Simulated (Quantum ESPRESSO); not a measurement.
BN: zone-centre phonons and dielectric response under several settings

```xyz
4
Lattice="2.4982 0.0000 0.0000 -1.2491 2.1635 0.0000 0.0000 0.0000 6.6357" Properties=species:S:1:pos:R:3 pbc="T T T"
N     1.2491    0.7212    1.6589
N     0.0000    1.4424    4.9768
B     1.2491    0.7212    4.9768
B     0.0000    1.4424    1.6589
```

All runs used Quantum ESPRESSO 7.5; k mesh 8 × 8 × 2, shifted; no spin polarisation; occupations smeared at first, fixed for the response.

| level | potentials | geometry | cutoff (eV) | volume (Å³/atom) | lowest optical mode without the field (cm⁻¹) | highest optical mode without the field (cm⁻¹) | ε∞ (mean) | Born charge of atom 1 (e) | sum of the Born charges (e) |
| --- | --- | --- | --- | --- | --- | --- | --- | --- | --- |
| PBEsol | GBRV 1.5 PBEsol | relaxed cell | 612 | ? | ? | ? | ? | ? | ? |
| RPBE | SPMS 1.0 PBE | volume scaled by 0.88, atoms relaxed | 952 | 7.89 | 49 | 1615 | 4.01 | -2.02 | 0.01 |

Problem. What stands in the row left open?

Solution. Volume 9.54 Å³/atom; lowest optical mode without the field 33 cm⁻¹; highest optical mode without the field 1365 cm⁻¹; ε∞ 3.91; Born charge of atom 1 -2.03 e; sum of the Born charges 0.00 e.

Caveats: all runs use coarse meshes; the layers were relaxed without a dispersion term, so their spacing and the soft interlayer modes are unreliable (some runs); this functional lacks dispersion, which binds the layers, so the pressure and a relaxed spacing across them are unreliable (some runs); the potentials were made for another functional, which shifts forces and pressure (some runs).

For the row left open. Caveat: the k mesh is coarse (spacing up to 0.47 Å⁻¹), so the values aren't converged; the layers were relaxed without a dispersion term, so their spacing and the soft interlayer modes are unreliable; this functional lacks dispersion, which binds the layers, so the pressure and a relaxed spacing across them are unreliable.
